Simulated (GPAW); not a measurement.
The system is TiSi.

```
CELL_PARAMETERS angstrom
1.81618 -2.11762 0.00000
1.81618 2.11762 0.00000
0.00000 0.00000 3.80393
ATOMIC_POSITIONS crystal
Ti 0.50000 0.50000 0.00000
Si 0.00000 0.00000 0.50000
```

The cell comes from a database or a generator and needn't be the stable form of this composition.

Base run:

```yaml
Program: GPAW 26.7.0
Functional: r2SCAN
Potentials_or_basis: GPAW PAW data sets (gpaw-data 1.2.1)
Cutoff: 450 eV
Basis: pw
k_mesh: 8 × 8 × 6
Occupations: fermi-dirac, width 0.05 eV
Spin: no spin polarisation
```

Its results: pressure -1.3 GPa.

The run is repeated on the same cell with these changes: functional from r2SCAN to LDA; potentials or basis from GPAW PAW data sets (gpaw-data 1.2.1) to the program's PAW data sets (release 1.2.1) made for this functional; cutoff from 450 eV to 600 eV. What comes out?

Pressure -7.5 GPa.

Caveats: the cutoff is short for stress and forces, so pressures can be off by a GPa or more (some runs); the PAW data sets were made with another functional, which shifts forces and pressure a little (some runs).

Not every run made on this cell is shown here.
